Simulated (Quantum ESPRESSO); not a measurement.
Cl under changes of volume

One of the cells (29.048 Å³/atom); the others are scaled copies at fixed shape and fractional positions:

```
Cl
1.0
     3.14500   -2.25000    0.00000
     3.14500    2.25000    0.00000
     0.00000    0.00000    8.21000
Cl
4
Direct
  0.37000 0.63000 0.40000
  0.13000 0.87000 0.90000
  0.63000 0.37000 0.60000
  0.87000 0.13000 0.10000
```

| Quantity | Value |
| --- | --- |
| Program | Quantum ESPRESSO 7.5 |
| Functional | LDA |
| Potentials or basis | PseudoDojo 0.4.1 SR LDA standard |
| Cutoff | 762 eV |
| Density cutoff | 3048 eV |
| k mesh | 7 × 7 × 4 |
| Occupations | fermi-dirac, width 0.05 eV |
| Spin | no spin polarisation |

```csv
volume (Å³/atom),energy over the lowest point (meV/atom),pressure (GPa),gap on the mesh (eV),largest force (eV/Å)
27.305,0.00,-0.9,2.54,0.605
27.886,4.12,-1.5,2.46,0.335
28.467,10.33,-2.0,2.39,0.121
29.048,18.38,-2.5,2.32,0.207
29.629,28.07,-2.9,2.25,0.415
30.210,39.19,-3.3,2.18,0.618
30.791,?,?,?,?
```

What does the run at 30.791 Å³/atom give?

Energy over the lowest point 51.59 meV/atom; pressure -3.6 GPa; gap on the mesh 2.12 eV; largest force 0.809 eV/Å.

Worked out: A Birch-Murnaghan fit of order 3 (a polynomial in V^(-2/3)) to the other rows has its minimum at 26.62 Å³/atom, just outside them, with B0 = V·E''(V) = 35 GPa and B' = 4.7 at fixed shape and positions, which overstates the stiffness. It gives 51.58 meV/atom at 30.791 Å³/atom, against the run's 51.59, and -dE/dV = -3.6 GPa, against -3.6. A straight line through the other rows of the gap, of slope -3.53 eV per unit of ln V, extrapolates to 2.11 eV, against the run's 2.12.

Energies are extrapolated to zero smearing.

Caveats: an odd mesh through Γ misses points on the zone boundary, where band edges often lie.
